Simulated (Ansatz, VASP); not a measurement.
**AlN: VASP beside Ansatz**

```
Al N
1.0
    -1.63784    2.83682    0.00000
     0.00000    0.00000    4.10063
     4.91352    2.83682    0.00000
Al N
4 4
Direct
  0.34994 0.75000 0.14188
  0.00000 0.75000 0.66667
  0.00000 0.25000 0.33333
  0.50000 0.25000 0.83333
  0.50000 0.25000 0.16667
  0.00000 0.25000 0.66667
  0.00000 0.75000 0.33333
  0.50000 0.75000 0.83333
```

Alike in both runs: task single point; functional LDA; k mesh 8 × 6 × 4; occupations gaussian, width 0.05 eV; no spin polarisation.

```csv
,VASP,Ansatz
version,VASP 6.6.1,Ansatz 0.2.0
potentials or method,"VASP PAW LDA potentials, release 64 (Al, N)","scalar-relativistic, plane waves, PAW"
plane-wave cutoff (eV),520,420
valence electrons in the cell,32,32
```

|  | VASP | Ansatz | Ansatz less VASP |
| --- | --- | --- | --- |
| gap on the k mesh at the Fermi level (eV) | 2.96 | 2.96 | +0.001 |
| least direct gap on the mesh (eV) | 2.96 | 2.96 | +0.001 |
| pressure (GPa) | 9.2 | 8.3 | -0.86 |
| largest component of the traceless stress (GPa) | 18.14 | 17.49 | -0.651 |
| rms of the force components (eV/Å) | 2.437 | 2.386 | -0.0511 |

Atom by atom the forces differ by 0.053 eV/Å (rms over components). Ansatz warned: «pseudo_functional_mismatch».

Caveats: forces of over 1 eV/Å show positions far from the minimum, so gaps and moduli don't describe the material at rest. A k mesh can miss the band edges.
